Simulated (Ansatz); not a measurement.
# BaO: the cost of one run

Computed with Ansatz 0.2.0 (DFT PBEsol, scalar-relativistic, plane waves, PAW, unless a step's input says otherwise).

2 further runs of the same task are left out: 1 that didn't finish, 1 set aside as unsound or not needed.

## 1. Starting point

It takes space group Fm-3m (No. 225, cubic). Conventional cell: a = 5.500 Å, b = 5.500 Å, c = 5.500 Å, α = 90.00°, β = 90.00°, γ = 90.00°. Ba (site symmetry m-3m) has 6 O at 2.75 Å as nearest neighbours. Around O (site symmetry m-3m) lie 6 Ba at 2.75 Å.

Coordinates:

```xyz
2
Lattice="0.0000 2.7500 2.7500 2.7500 0.0000 2.7500 2.7500 2.7500 0.0000" Properties=species:S:1:pos:R:3 pbc="T T T"
Ba    0.0000    0.0000    0.0000
O     2.7500    2.7500    2.7500
```

The structure comes from the Crystallography Open Database.

## 2. A distortion that keeps the symmetry

Against the listed cell: strain xx, yy, zz, yz, xz, xy = +4.4, +4.4, +4.4, +0.0, +0.0, +0.0 %.

input.yaml reads:

```yaml
crystal:
  lattice:
    - [0.0, 2.87089, 2.87089]
    - [2.87089, 0.0, 2.87089]
    - [2.87089, 2.87089, 0.0]
  atoms:
    - { symbol: Ba, position: [0.0, 0.0, 0.0] }
    - { symbol: O, position: [0.5, 0.5, 0.5] }
basis:
  ecutwfc: 420
kpoints:
  mp_grid: { grid: [8, 8, 8] }
hamiltonian:
  xc: pbesol
scf:
  occupations: { method: gaussian, width: 0.02 }
output:
  forces: true
  stress: true
  eigenvalues: true
```

Started as:

```sh
$ ansatz run input.yaml --threads 1 --pin off --max-ram 1331MiB --backend cpu --events-out ev --progress --plain --runs-dir out
```

**Question.** How long does this run take on 1 thread of an x86-64 CPU, shared host, and how much memory does it need?

About 2.9 s, with a peak of 0.33 GiB.
